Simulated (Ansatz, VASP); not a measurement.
# Nb: VASP beside Ansatz

```xyz
1
Lattice="-1.6858 1.6858 1.6858 1.6858 -1.6858 1.6858 1.6858 1.6858 -1.6858" Properties=species:S:1:pos:R:3 pbc="T T T"
Nb    0.0000    0.0000    0.0000
```

Change from the starting cell: volume scaled by 1.04.

Alike in both runs: task single point; functional PBEsol; k mesh 11 × 11 × 11; occupations fermi-dirac, width 0.05 eV; no spin polarisation.

|  | VASP | Ansatz |
| --- | --- | --- |
| version | VASP 6.6.1 | Ansatz 0.2.0 |
| potentials or method | VASP PAW PBE potentials, release 64 (Nb_sv) | Ansatz PAW |
| plane-wave cutoff (eV) | 520 | 420 |
| valence electrons in the cell | 13 | 13 |

Ansatz gave:

```
gap on the k mesh at the Fermi level (eV) : none
pressure (GPa)                            : -13.5
```

Q: What did VASP give for the same quantities?

A: gap on the k mesh at the Fermi level (eV): none; pressure (GPa): -13.7.

A gap of «none» marks a metal or a gap that the smearing closes. The functional is the same, so the differences come from potentials, cutoffs and numerics.

Caveats: the PAW data sets were made with another functional, which shifts forces and pressure a little (VASP); the PAW data sets come from PBE, with cores solved anew for the run's functional, which leaves a small shift of forces and pressure (Ansatz).
